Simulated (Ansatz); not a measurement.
# NaCl (Halite): the PBE gap against the k mesh of the density

How far can the k mesh of the density be lowered for the gap of NaCl (Halite)?

Main program and level: Ansatz 0.2.0; DFT, PBE, plane waves, PAW.

This is a report of a sequence of runs, with most program output left out.

## (1) Starting point

Symmetry: Fm-3m, No. 225, cubic system. Conventional cell: a = 5.640 Å, b = 5.640 Å, c = 5.640 Å, α = 90.00°, β = 90.00°, γ = 90.00°. Nearest to Na lie 6 Cl at 2.82 Å. Nearest to Cl lie 6 Na at 2.82 Å. Farther neighbours and most contacts between anions are not listed.

The cell and positions come from the Crystallography Open Database and are kept as given unless a step says otherwise. The default PAW set here is soft_2. Its files were made with PBE.

## (2) k mesh of the density: 2×2×2

Contents of input.yaml:

```yaml
crystal:
  lattice:
    - [0.0, 2.82005, 2.82005]
    - [2.82005, 0.0, 2.82005]
    - [2.82005, 2.82005, 0.0]
  atoms:
    - { symbol: Na, position: [0.0, 0.0, 0.0] }
    - { symbol: Cl, position: [0.5, 0.5, 0.5] }
kpoints:
  mp_grid: { grid: [2, 2, 2] }
  band_path:
    path:
      - [0.0, 0.0, 0.0]
      - [0.5, 0.0, 0.5]
      - [0.625, 0.25, 0.625]
      - [0.375, 0.375, 0.75]
      - [0.5, 0.5, 0.5]
      - [0.5, 0.25, 0.75]
    npoints: 1
hamiltonian:
  xc: pbe
scf:
  occupations: { method: fixed }
  n_extra_bands: 4
output:
  eigenvalues: true
```

Run with:

```sh
$ ansatz run input.yaml --threads 3 --pin off --max-ram 92160MiB --backend cuda --events-out ev --progress --plain --runs-dir out --devices 1 --max-vram 13GiB
```

Wall time 10 s (1 × NVIDIA H100 80GB HBM3 (shared by 6 runs) with 3 threads of AMD EPYC 7R13 (Zen 3), shared host); peak memory 0.86 GiB.

This step gave:

```
gap                  : 5.027 eV
valence top at       : Γ
conduction bottom at : Γ
least direct gap     : 5.027 eV
```

The gap is direct, at Γ.

## (3) k mesh of the density: 4×4×4

Changes to input.yaml since step 2:

```diff
@@ -9,3 +9,3 @@
 kpoints:
-  mp_grid: { grid: [2, 2, 2] }
+  mp_grid: { grid: [4, 4, 4] }
   band_path:
```

Wall time 6.8 s (1 × NVIDIA H100 80GB HBM3 (shared by 6 runs) with 3 threads); peak memory 0.85 GiB; 4.2 s of CPU time.

This step gave:

```
gap                  : 5.106 eV
valence top at       : Γ
conduction bottom at : Γ
least direct gap     : 5.106 eV
```

The gap is 5.106 eV, +0.079 eV from the run before at this level.

## (4) k mesh of the density: 8×8×8 (the default)

input.yaml, the sections that differ from step 3:

```yaml
kpoints:
  mp_grid: { grid: [8, 8, 8] }
  band_path:
    path:
      - [[0.0, 0.0, 0.0], [0.5, 0.0, 0.5], [0.625, 0.25, 0.625]]
      - [[0.375, 0.375, 0.75], [0.0, 0.0, 0.0], [0.5, 0.5, 0.5], [0.5, 0.25, 0.75], [0.5, 0.0, 0.5]]
    npoints: 10
scf:
  occupations: { method: fermi_dirac, width: 0.02 }
  n_extra_bands: 4
output:
  eigenvalues: true
  write_density: true
  write_potential: true
  elf: true
  volumetric_format: npy
# crystal, hamiltonian: as in step 3
```

Wall time 6.7 s (1 × NVIDIA H100 80GB HBM3 (shared by 6 runs) with 3 threads); peak memory 0.88 GiB; 3.4 s of CPU time.

This step gave:

```yaml
gap: 5.107 eV
valence_top_at: Γ
conduction_bottom_at: Γ
least_direct_gap: 5.107 eV
```

The gap is 5.107 eV, +0.001 eV from the run before at this level.

## (5) k mesh of the density: 10×10×10

input.yaml, the sections that differ from step 4:

```yaml
kpoints:
  mp_grid: { grid: [10, 10, 10] }
  band_path:
    path:
      - [0.0, 0.0, 0.0]
      - [0.5, 0.0, 0.5]
      - [0.625, 0.25, 0.625]
      - [0.375, 0.375, 0.75]
      - [0.5, 0.5, 0.5]
      - [0.5, 0.25, 0.75]
    npoints: 1
scf:
  occupations: { method: fixed }
  n_extra_bands: 4
output:
  eigenvalues: true
# crystal, hamiltonian: as in step 4
```

Wall time 7.5 s (1 × NVIDIA H100 80GB HBM3 (shared by 6 runs) with 3 threads); peak memory 0.86 GiB; 5.9 s of CPU time.

Numbers from this step:

```yaml
gap: 5.107 eV
valence_top_at: Γ
conduction_bottom_at: Γ
least_direct_gap: 5.107 eV
```

The gap is 5.107 eV, as in the run before at this level.

## (6) The series

Differences are against the last row; a negative gap means that bands overlap, and a run with a band path holds that path's time. Times are wall times on 1 × NVIDIA H100 80GB HBM3 (shared by 6 runs) with 3 threads of AMD EPYC 7R13 (Zen 3), shared host, good to a factor of about two.

```csv
k mesh of the density,gap (eV),direct gap (eV),gap error (eV),energy error (meV/atom),irreducible k,time
2×2×2,5.027,5.027,−0.080,+128.4,3,10 s
4×4×4,5.106,5.106,−0.001,+0.9,8,6.8 s
8×8×8,5.107,5.107,+0.000,+0.0,29,6.7 s
10×10×10,5.107,5.107,+0.000,+0.0,47,7.5 s
```

## (7) What came out

```yaml
2x2x2: 5.027 eV
4x4x4: 5.106 eV
8x8x8: 5.107 eV
10x10x10: 5.107 eV
```

The gap holds to 0.02 eV from 4×4×4 on. At 2×2×2 the gap is off by −0.080 eV and the energy by +128 meV/atom. The gap is read over the mesh and added points near the edges, so meshes differ mainly through the density and, for a hybrid, the exchange operator.

[Paths, hosts, dates, memory and timing lines, banners, echoed tables and standing remarks are left out of the program output.]

[Logs are printed without paths, hosts, clocks, repeated set-up lines and the standing remarks that a program may print on its own settings, such as how far it seeks lower states.]

[Runs of the session that timed out or met a known fault of the program may be left out.]

[Cells called generated may have been cut or substituted from an entry of the Crystallography Open Database or the Materials Project.]

[Hosts, paths, dates, database ids (printed as entryN), source tags and the programs' standing remarks are cut or masked in the printed files.]
